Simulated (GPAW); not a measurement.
# GaSb (F-43m) in GPAW: notebook, part 3 of 4

GPAW 26.7.0. Earlier steps stand in the parts before.

## 5. Equation of state, revPBE

File run.py:

```python
from ase.eos import EquationOfState
from ase.io import Trajectory, read
from ase.units import GPa
from gpaw import GPAW, PW

atoms = read('POSCAR')

traj = Trajectory('eos.traj', 'w')
volumes, energies = [], []
for x in [0.94, 0.96, 0.98, 1.0, 1.02, 1.04, 1.06]:
    a = atoms.copy()
    a.set_cell(atoms.cell * x**(1 / 3), scale_atoms=True)
    calc = GPAW(mode=PW(600),
                xc='revPBE',
                kpts={'size': (6, 6, 6), 'gamma': True},
                occupations={'name': 'fermi-dirac', 'width': 0.05},
                nbands=18,
                convergence={'density': 1e-05, 'energy': 1e-05},
                maxiter=150,
                txt=f'eos-{x:.2f}.txt')
    a.calc = calc
    energies.append(a.get_potential_energy(force_consistent=True))
    volumes.append(a.get_volume())
    p = -a.get_stress()[:3].mean() / GPa
    calc.write(f'eos-{x:.2f}.gpw')
    traj.write(a)
    print(f'{x:.2f} {volumes[-1]:10.4f} A^3 {energies[-1]:14.6f} eV {p:9.3f} GPa', flush=True)

v0, e0, B = EquationOfState(volumes, energies, eos='birchmurnaghan').fit()
print(f'V0 = {v0:.4f} A^3, E0 = {e0:.6f} eV, B0 = {B / GPa:.2f} GPa')
```

File POSCAR:

```
GaSb
1.0
    0.0000000000      3.0590000000      3.0590000000
    3.0590000000      0.0000000000      3.0590000000
    3.0590000000      3.0590000000      0.0000000000
Sb Ga
1 1
Direct
    0.7500000000      0.7500000000      0.7500000000
    0.0000000000      0.0000000000      0.0000000000
```

Potentials or basis: the program's PAW data sets (release 1.2.1) made for this functional, pw.

Run with:

```console
$ OMP_NUM_THREADS=1 python run.py
```

The log of the run:

```text
__  _  _
 | _ |_)|_||  |
 |__||  | ||/\| - 26.7.0

Input parameters:
  mode=PW(ecut=600.0),
  convergence={'density': 1e-05, 'energy': 1e-05},
  kpts=MonkhorstPack(size=(6, 6, 6), gamma=True),
  maxiter=150,
  nbands=18,
  occupations=Occupations(name='fermi-dirac', width=0.05),
  xc=XC(name='revPBE')

Diagonalizing LCAO Hamiltonian
Converting LCAO to pw mode

                     Sb

       Ga

Atoms  # Å, Bohr magnetons
|   | symbol |        x |        y |        z |    initial magnetic moments |
|---|--------|----------|----------|----------|-----------------------------|
| 0 |     Sb | 4.526486 | 4.526486 | 4.526486 | ( 0.0000,  0.0000,  0.0000) |
| 1 |     Ga | 0.000000 | 0.000000 | 0.000000 | ( 0.0000,  0.0000,  0.0000) |

Unit cell  # Å
| periodic |        x |        y |        z |  lengths |    angles |
|----------|----------|----------|----------|----------|-----------|
|      yes | 0.000000 | 3.017657 | 3.017657 | 4.267612 | 60.000000 |
|      yes | 3.017657 | 0.000000 | 3.017657 | 4.267612 | 60.000000 |
|      yes | 3.017657 | 3.017657 | 0.000000 | 4.267612 | 60.000000 |

Number of symmetries: 24
Symmetry operations  # r_c * U_cc + t_c -> r_c
|    | kind |            matrix            |
|----|------|------------------------------|
|  0 |  E   |  1, 0, 0,  0, 1, 0,  0, 0, 1 |
|  1 |  σ   |  1, 0, 0,  0, 0, 1,  0, 1, 0 |
|  2 |  σ   |  1, 0,-1,  0, 1,-1,  0, 0,-1 |
|  3 |  C3  |  1, 0,-1,  0, 0,-1,  0, 1,-1 |
|  4 |  C3  |  1,-1, 0,  0,-1, 1,  0,-1, 0 |
|  5 |  σ   |  1,-1, 0,  0,-1, 0,  0,-1, 1 |
|  6 |  σ   |  0, 1, 0,  1, 0, 0,  0, 0, 1 |
|  7 |  C3  |  0, 1, 0,  0, 0, 1,  1, 0, 0 |
|  8 |  C2  |  0, 1,-1,  1, 0,-1,  0, 0,-1 |
|  9 |  S4  |  0, 1,-1,  0, 0,-1,  1, 0,-1 |
| 10 |  C3  |  0, 0, 1,  1, 0, 0,  0, 1, 0 |
| 11 |  σ   |  0, 0, 1,  0, 1, 0,  1, 0, 0 |
| 12 |  S4  |  0, 0,-1,  1, 0,-1,  0, 1,-1 |
| 13 |  C3  |  0, 0,-1,  0, 1,-1,  1, 0,-1 |
| 14 |  S4  |  0,-1, 1,  1,-1, 0,  0,-1, 0 |
| 15 |  C2  |  0,-1, 1,  0,-1, 0,  1,-1, 0 |
| 16 |  C3  |  0,-1, 0,  1,-1, 0,  0,-1, 1 |
| 17 |  S4  |  0,-1, 0,  0,-1, 1,  1,-1, 0 |
| 18 |  S4  | -1, 1, 0, -1, 0, 1, -1, 0, 0 |
| 19 |  C3  | -1, 1, 0, -1, 0, 0, -1, 0, 1 |
| 20 |  C3  | -1, 0, 1, -1, 1, 0, -1, 0, 0 |
| 21 |  S4  | -1, 0, 1, -1, 0, 0, -1, 1, 0 |
| 22 |  σ   | -1, 0, 0, -1, 1, 0, -1, 0, 1 |
| 23 |  C2  | -1, 0, 0, -1, 0, 1, -1, 1, 0 |

BZ-sampling:
  Number of BZ points: 216
  Number of IBZ points: 16

  Monkhorst-Pack size: [6, 6, 6]
  Monkhorst-Pack shift: [0.08333333333333333, 0.08333333333333333, 0.08333333333333333]

K-points  # in reciprocal-cell coordinates
|     |                                coordinates |     weight |
|-----|--------------------------------------------|------------|
|   0 | (  0.00000000,   0.00000000,   0.00000000) | 0.00462963 |
|   1 | (  0.16666667,   0.16666667,   0.00000000) | 0.02777778 |
|   2 | (  0.16666667,   0.16666667,   0.16666667) | 0.03703704 |
|   3 | (  0.33333333,   0.16666667,   0.16666667) | 0.05555556 |
|   4 | (  0.33333333,   0.33333333,  -0.33333333) | 0.05555556 |
|   5 | (  0.33333333,   0.33333333,   0.00000000) | 0.02777778 |
|   6 | (  0.33333333,   0.33333333,   0.16666667) | 0.11111111 |
|   7 | (  0.33333333,   0.33333333,   0.33333333) | 0.03703704 |
|   8 | (  0.50000000,   0.33333333,  -0.33333333) | 0.11111111 |
|   9 | (  0.50000000,   0.33333333,  -0.16666667) | 0.05555556 |
| ... |                                            |            |
|  15 | (  0.50000000,   0.50000000,   0.50000000) | 0.01851852 |

Plane wave coefficients: 1853
Cutoff: 600.0 eV

Spin-components: 1 (collinear spins)
Bands:           18
Projectors:      11
Spin-degeneracy: 2
Datatype:        complex128

Parallelization:
  kpt:    1
  domain: 1
  band:   1

Density:
  Valence electrons: 18.0
  Components: 1
  Grid points: [25 25 25]
  Charge: 0.0  # |e|

Potential:
  Grid points: [25 25 25]

species:
  Sb:
    name:    Antimony
    Z:       51.0
    valence: 15
    core:    36
    charge:  0.0  # [|e|]
    compensation charges:
      type: gauss
      rc: 0.36  # [Å]
      lmax: 2
    cutoffs:
      filter: 2.23  # [Å]
      core: 2.23  # [Å]
    projectors
    | kind |    occ | energy [eV] | rcut [Å] |
    |------|--------|-------------|----------|
    |   5s |  2.000 |     -12.751 |    1.154 |
    |   5p |  3.000 |      -4.783 |    1.233 |
    |   4d | 10.000 |     -33.492 |    1.196 |
    |    s |        |      14.460 |    1.154 |
    |    p |        |      22.428 |    1.233 |
    |    d |        |      -6.280 |    1.196 |

    Using partial waves for Sb as LCAO basis

  Ga:
    name:    Gallium
    Z:       31.0
    valence: 3
    core:    28
    charge:  0.0  # [|e|]
    compensation charges:
      type: gauss
      rc: 0.37  # [Å]
      lmax: 2
    cutoffs:
      filter: 2.06  # [Å]
      core: 4.17  # [Å]
    projectors
    | kind |    occ | energy [eV] | rcut [Å] |
    |------|--------|-------------|----------|
    |   4s |  2.000 |      -8.879 |    1.164 |
    |   4p |  1.000 |      -2.530 |    1.164 |
    |    s |        |      18.332 |    1.164 |
    |    p |        |      24.682 |    1.164 |
    |    d |        |       0.000 |    1.164 |

    Using partial waves for Ga as LCAO basis

Reference energy: -229177.001197  # eV

eigensolver:
  PPCG
  Converge bands: occupied
  niter=2

density mixing:
  MSR1-Mixer
  Pratt-step length: 0.05
  Maximum mixing coefficient: 0.75
  Old densities: 10
  SVD Regularization: 0.005
  Good broyden scale: 1.0
  Trust region scale: 1.0
  Backstep threshold: 4.0
  History deletion threshold: 6.0
  Fourier metric: weight=20.0, sigma=0.015

occupation numbers:
  Fermi-Dirac:
    width: 0.0500  # eV

poisson solver:
  ecut: 4800.0  # eV

xc functional:
  name: revPBE with 2 nearest neighbor stencil

convergence criteria:
- Maximum integral of absolute [dens]ity change: 1e-05 electrons / valence electron
- Maximum [total energy] change in last 3 cyles: 1e-05 eV / valence electron
- Maximum integral of absolute [eigenst]ate change: 4e-08 eV^2 / valence electron
maximum number of iterations: 150

SCF iterations
|iter     | |      energy | eigst |  dens |
|---------|-|-------------|-------|-------|
|iter:   1| |   -6.955559 | +0.21 |       |
|iter:   2| |   -6.960697 | -2.02 | -1.28 |
|iter:   3| |   -6.960113 | -2.40 | -1.30 |
|iter:   4| |   -6.964916 | -3.09 | -1.83 |
|iter:   5| |   -6.965459 | -4.10 | -2.57 |
|iter:   6| |   -6.965626 | -4.78 | -2.94 |
|iter:   7| |   -6.965627c| -6.58 | -4.03 |
|iter:   8| |   -6.965627c| -7.30 | -4.50 |
|iter:   9| |   -6.965627c| -8.19c| -5.41c|

Converged in 9 steps
Energy contributions relative to reference atoms: (reference = -229177.001197)

Energy contributions:
  Kinetic:          17.036765
  Coulomb:         -14.614648
  Zero:              0.174780
  External:          0.000000
  Xc:               -9.562471
  Entropy:          -0.000108
  Spinorbit:         0.000000
  ----------------------------
  Free energy:      -6.965681
  Extrapolated:     -6.965627

dipole moment: (-10.725168, -10.725168, -10.725168)  # |e|*Ang

Fermi level: 5.644
Eigenvalues  # (at kpt = [0.000, 0.000, 0.000])
| band index |      eig [eV] | occ [0-2] |
|------------|---------------|-----------|
|          0 |       -23.440 |     2.000 |
|          1 |       -23.440 |     2.000 |
|          2 |       -23.440 |     2.000 |
|          3 |       -23.421 |     2.000 |
|          4 |       -23.421 |     2.000 |
|          5 |        -6.316 |     2.000 |
|          6 |         5.392 |     1.987 |
|          7 |         5.392 |     1.987 |
|          8 |         5.392 |     1.987 |
|          9 |         5.854 |     0.029 |
|         10 |         8.206 |     0.000 |
|         11 |         8.206 |     0.000 |
|         12 |         8.206 |     0.000 |
|         13 |        11.436 |     0.000 |
|         14 |        14.178 |     0.000 |
|         15 |        14.178 |     0.000 |
|         16 |        15.029 |     0.000 |
|         17 |        15.029 |     0.000 |

Gap: 0.462 eV
Transition (v -> c):
  (s=0, k=0, n=8, [0.00, 0.00, 0.00]) -> (s=0, k=0, n=9, [0.00, 0.00, 0.00])
No difference between direct/indirect transitions

Stress tensor  # eV/Ang^3
|         x |         y |         z |
|-----------|-----------|-----------|
| -0.038247 | -0.000000 | -0.000000 |
| -0.000000 | -0.038247 |  0.000000 |
| -0.000000 |  0.000000 | -0.038247 |

# Writing to eos-0.96.gpw (mode='')
```

Wall time 33 s (1 thread of Intel Xeon 6975P-C (Granite Rapids), shared host); peak memory 0.26 GiB.

Results:

| Item | Value |
| --- | --- |
| Equilibrium volume | 30.86 Å³/atom (rough: see the caveat) |
| Bulk modulus | 38 GPa (rough) |

Energy against volume, from the lowest point:
```
volume (Å³/atom)  energy (meV/atom)
          26.907              80.72
          27.480              56.03
          28.052              36.59
          28.625              21.80
          29.197              11.04
          29.770               3.85
          30.342               0.00
```

Caveat: the minimum lies outside the volumes run. The run has no spin-orbit coupling, so splittings on Sb are missing.

## 6. Band structure, revPBE, spin-orbit coupling, no magnetisation

File run.py:

```python
import numpy as np
from ase.dft.bandgap import bandgap
from ase.io import write
from ase.spacegroup import crystal
from ase.units import GPa
from gpaw import GPAW, PW
from gpaw.spinorbit import soc_eigenstates

# Sb 4c
# Ga 4a
atoms = crystal(['Sb', 'Ga'],
                basis=[[0.25, 0.25, 0.25],
                       [0.0, 0.0, 0.0]],
                spacegroup=216, setting=1,  # F-43m
                cellpar=[6.118, 6.118, 6.118, 90.0, 90.0, 90.0],
                primitive_cell=True)

calc = GPAW(mode=PW(600),
            xc='revPBE',
            kpts={'size': (6, 6, 6), 'gamma': True},
            occupations={'name': 'fermi-dirac', 'width': 0.05},
            nbands=18,
            convergence={'density': 1e-05, 'energy': 1e-05},
            maxiter=150,
            txt='gpaw.txt')
atoms.calc = calc
energy = atoms.get_potential_energy()
forces = atoms.get_forces()
stress = atoms.get_stress()
calc.write('gs.gpw')
write('result.traj', atoms)
print(f'Energy: {energy:.6f} eV')
print('Forces (eV/A):')
print(forces.round(4))
print('Stress (GPa):', (stress / GPa).round(3))
print('Fermi level:', round(calc.get_fermi_level(), 4), 'eV')
print(f'Gap: {bandgap(calc)[0]:.4f} eV, direct: {bandgap(calc, direct=True)[0]:.4f} eV')

path = atoms.cell.bandpath('GXWKGLUWLK,UX', npoints=60, eps=1e-4)
bs_calc = calc.fixed_density(kpts=path, symmetry='off', nbands=30,
                             convergence={'bands': 'CBM+6.0', 'eigenstates': 1e-6}, txt='bands.txt')
bs = bs_calc.band_structure()
bs.write('bs.json')
print(f'Gap on the path: {bandgap(bs_calc)[0]:.4f} eV')

soc = soc_eigenstates(bs_calc, theta=0, phi=0)
np.savetxt('soc_bands.dat', soc.eigenvalues(), fmt='%.4f')
mesh = soc_eigenstates('gs.gpw', theta=0, phi=0)
np.savetxt('soc_mesh.dat', mesh.eigenvalues(), fmt='%.4f')
print('Fermi level with spin-orbit coupling:', round(mesh.fermi_level, 4), 'eV')
```

Potentials or basis: the program's PAW data sets (release 1.2.1) made for this functional, pw.

Run with:

```console
$ OMP_NUM_THREADS=1 python run.py
```

gpaw.txt:

```text
__  _  _
 | _ |_)|_||  |
 |__||  | ||/\| - 26.7.0

Input parameters:
  mode=PW(ecut=600.0),
  convergence={'density': 1e-05, 'energy': 1e-05},
  kpts=MonkhorstPack(size=(6, 6, 6), gamma=True),
  maxiter=150,
  nbands=18,
  occupations=Occupations(name='fermi-dirac', width=0.05),
  xc=XC(name='revPBE')

Diagonalizing LCAO Hamiltonian
Converting LCAO to pw mode

            Sb

       Ga

Atoms  # Å, Bohr magnetons
|   | symbol |        x |        y |        z |    initial magnetic moments |
|---|--------|----------|----------|----------|-----------------------------|
| 0 |     Sb | 1.529500 | 1.529500 | 1.529500 | ( 0.0000,  0.0000,  0.0000) |
| 1 |     Ga | 0.000000 | 0.000000 | 0.000000 | ( 0.0000,  0.0000,  0.0000) |

Unit cell  # Å
| periodic |        x |        y |        z |  lengths |    angles |
|----------|----------|----------|----------|----------|-----------|
|      yes | 0.000000 | 3.059000 | 3.059000 | 4.326079 | 60.000000 |
|      yes | 3.059000 | 0.000000 | 3.059000 | 4.326079 | 60.000000 |
|      yes | 3.059000 | 3.059000 | 0.000000 | 4.326079 | 60.000000 |

Number of symmetries: 24
Symmetry operations  # r_c * U_cc + t_c -> r_c
|    | kind |            matrix            |
|----|------|------------------------------|
|  0 |  E   |  1, 0, 0,  0, 1, 0,  0, 0, 1 |
|  1 |  σ   |  1, 0, 0,  0, 0, 1,  0, 1, 0 |
|  2 |  σ   |  1, 0,-1,  0, 1,-1,  0, 0,-1 |
|  3 |  C3  |  1, 0,-1,  0, 0,-1,  0, 1,-1 |
|  4 |  C3  |  1,-1, 0,  0,-1, 1,  0,-1, 0 |
|  5 |  σ   |  1,-1, 0,  0,-1, 0,  0,-1, 1 |
|  6 |  σ   |  0, 1, 0,  1, 0, 0,  0, 0, 1 |
|  7 |  C3  |  0, 1, 0,  0, 0, 1,  1, 0, 0 |
|  8 |  C2  |  0, 1,-1,  1, 0,-1,  0, 0,-1 |
|  9 |  S4  |  0, 1,-1,  0, 0,-1,  1, 0,-1 |
| 10 |  C3  |  0, 0, 1,  1, 0, 0,  0, 1, 0 |
| 11 |  σ   |  0, 0, 1,  0, 1, 0,  1, 0, 0 |
| 12 |  S4  |  0, 0,-1,  1, 0,-1,  0, 1,-1 |
| 13 |  C3  |  0, 0,-1,  0, 1,-1,  1, 0,-1 |
| 14 |  S4  |  0,-1, 1,  1,-1, 0,  0,-1, 0 |
| 15 |  C2  |  0,-1, 1,  0,-1, 0,  1,-1, 0 |
| 16 |  C3  |  0,-1, 0,  1,-1, 0,  0,-1, 1 |
| 17 |  S4  |  0,-1, 0,  0,-1, 1,  1,-1, 0 |
| 18 |  S4  | -1, 1, 0, -1, 0, 1, -1, 0, 0 |
| 19 |  C3  | -1, 1, 0, -1, 0, 0, -1, 0, 1 |
| 20 |  C3  | -1, 0, 1, -1, 1, 0, -1, 0, 0 |
| 21 |  S4  | -1, 0, 1, -1, 0, 0, -1, 1, 0 |
| 22 |  σ   | -1, 0, 0, -1, 1, 0, -1, 0, 1 |
| 23 |  C2  | -1, 0, 0, -1, 0, 1, -1, 1, 0 |

BZ-sampling:
  Number of BZ points: 216
  Number of IBZ points: 16

  Monkhorst-Pack size: [6, 6, 6]
  Monkhorst-Pack shift: [0.08333333333333333, 0.08333333333333333, 0.08333333333333333]

K-points  # in reciprocal-cell coordinates
|     |                                coordinates |     weight |
|-----|--------------------------------------------|------------|
|   0 | (  0.00000000,   0.00000000,   0.00000000) | 0.00462963 |
[... 78 lines left out ...]
    |   4p |  1.000 |      -2.530 |    1.164 |
    |    s |        |      18.332 |    1.164 |
    |    p |        |      24.682 |    1.164 |
    |    d |        |       0.000 |    1.164 |

    Using partial waves for Ga as LCAO basis

Reference energy: -229177.001197  # eV

eigensolver:
  PPCG
  Converge bands: occupied
  niter=2

density mixing:
  MSR1-Mixer
  Pratt-step length: 0.05
  Maximum mixing coefficient: 0.75
  Old densities: 10
  SVD Regularization: 0.005
  Good broyden scale: 1.0
  Trust region scale: 1.0
  Backstep threshold: 4.0
  History deletion threshold: 6.0
  Fourier metric: weight=20.0, sigma=0.015

occupation numbers:
  Fermi-Dirac:
    width: 0.0500  # eV

poisson solver:
  ecut: 4800.0  # eV

xc functional:
  name: revPBE with 2 nearest neighbor stencil

convergence criteria:
- Maximum integral of absolute [dens]ity change: 1e-05 electrons / valence electron
- Maximum [total energy] change in last 3 cyles: 1e-05 eV / valence electron
- Maximum integral of absolute [eigenst]ate change: 4e-08 eV^2 / valence electron
maximum number of iterations: 150

SCF iterations
|iter     | |      energy | eigst |  dens |
|---------|-|-------------|-------|-------|
|iter:   1| |   -7.022492 | +0.18 |       |
|iter:   2| |   -7.027630 | -2.02 | -1.28 |
|iter:   3| |   -7.028578 | -2.42 | -1.31 |
|iter:   4| |   -7.033104 | -3.09 | -1.83 |
|iter:   5| |   -7.033588 | -4.10 | -2.56 |
|iter:   6| |   -7.033777 | -4.72 | -2.92 |
|iter:   7| |   -7.033777 | -6.46 | -4.03 |
|iter:   8| |   -7.033778c| -7.19 | -4.49 |
|iter:   9| |   -7.033778c| -7.90c| -5.37c|

Converged in 9 steps
Energy contributions relative to reference atoms: (reference = -229177.001197)

Energy contributions:
  Kinetic:          12.721937
  Coulomb:         -11.076650
  Zero:              0.178247
  External:          0.000000
  Xc:               -8.856954
  Entropy:          -0.000715
  Spinorbit:         0.000000
  ----------------------------
  Free energy:      -7.034135
  Extrapolated:     -7.033778

dipole moment: (-20.228812, -20.228812, -20.228812)  # |e|*Ang

Fermi level: 5.079
Eigenvalues  # (at kpt = [0.000, 0.000, 0.000])
| band index |      eig [eV] | occ [0-2] |
|------------|---------------|-----------|
|          0 |       -23.797 |     2.000 |
|          1 |       -23.797 |     2.000 |
|          2 |       -23.797 |     2.000 |
|          3 |       -23.781 |     2.000 |
|          4 |       -23.781 |     2.000 |
|          5 |        -6.452 |     2.000 |
[... 10 lines left out ...]
|         16 |        14.574 |     0.000 |
|         17 |        14.574 |     0.000 |

Gap: 0.161 eV
Transition (v -> c):
  (s=0, k=0, n=8, [0.00, 0.00, 0.00]) -> (s=0, k=0, n=9, [0.00, 0.00, 0.00])
No difference between direct/indirect transitions

Forces  # eV/Ang
|       x |        y |       z |
|---------|----------|---------|
| 0.00000 | -0.00000 | 0.00000 |  # Sb   0
| 0.00000 | -0.00000 | 0.00000 |  # Ga   1

Stress tensor  # eV/Ang^3
|         x |         y |         z |
|-----------|-----------|-----------|
| -0.022023 |  0.000000 |  0.000000 |
|  0.000000 | -0.022023 |  0.000000 |
|  0.000000 |  0.000000 | -0.022023 |

# Writing to gs.gpw (mode='')
```

bands.txt:

```text
Diagonalizing LCAO Hamiltonian
Converting LCAO to pw mode
convergence criteria:
- Maximum integral of absolute [eigenst]ate change: 1e-06 eV^2 / valence electron
maximum number of iterations: 150

SCF iterations
|iter     | |      energy | eigst |  dens |
|---------|-|-------------|-------|-------|
|iter:   1| |             | +0.61 |       |
[... 65 lines left out ...]
         [0.41071429, 0.41071429, 0.67857143],
         [0.39285714, 0.39285714, 0.71428571],
         [0.375     , 0.375     , 0.75      ],
         [0.625     , 0.25      , 0.625     ],
         [0.59375   , 0.1875    , 0.59375   ],
         [0.5625    , 0.125     , 0.5625    ],
         [0.53125   , 0.0625    , 0.53125   ],
         [0.5       , 0.        , 0.5       ]])),
  maxiter=150,
  nbands=30,
  occupations=Occupations(name='fermi-dirac', width=0.05),
  symmetry=Symmetry(point_group=False, time_reversal=False),
  xc=XC(name='revPBE')
```

Run time: 19 s. Hardware: 1 thread of Intel Xeon 6975P-C (Granite Rapids), shared host; peak memory 0.28 GiB.

Results:

* Free energy: -7.0341 eV
* Pressure: 3.5 GPa
* Band gap along the path: none (metal or under the smearing width)

Levels at the corners of the path, in eV from the Fermi level:
```tsv
point	band 15	band 16	band 17	band 18	band 19	band 20	band 21	band 22
Γ	-0.10	-0.10	-0.01	-0.01	-0.01	-0.01	2.41	2.41
X	-2.97	-2.97	-2.69	-2.69	0.73	0.73	1.08	1.08
W	-3.81	-3.45	-3.34	-3.32	3.24	3.67	4.14	4.17
K	-3.97	-3.75	-2.45	-2.42	1.21	1.24	3.61	3.76
Γ	-0.10	-0.10	-0.01	-0.01	-0.01	-0.01	2.41	2.41
L	-1.65	-1.65	-1.20	-1.20	0.24	0.24	3.47	3.47
U	-3.97	-3.75	-2.45	-2.42	1.21	1.24	3.61	3.76
W	-3.81	-3.45	-3.34	-3.32	3.24	3.67	4.14	4.17
L	-1.65	-1.65	-1.20	-1.20	0.24	0.24	3.47	3.47
K	-3.97	-3.75	-2.45	-2.42	1.21	1.24	3.61	3.76
U	-3.97	-3.75	-2.45	-2.42	1.21	1.24	3.61	3.76
X	-2.97	-2.97	-2.69	-2.69	0.73	0.73	1.08	1.08
```

Caveat: spin-orbit coupling was added after a scalar SCF, so levels and gaps hold it while energy, forces, pressure and moments don't; this program's spin-orbit splittings come out too wide for heavy elements; this crystal is a semiconductor, whose small gap the functional closes, so the metal is an error of the method.

(Part 3 of 4 ends here.)
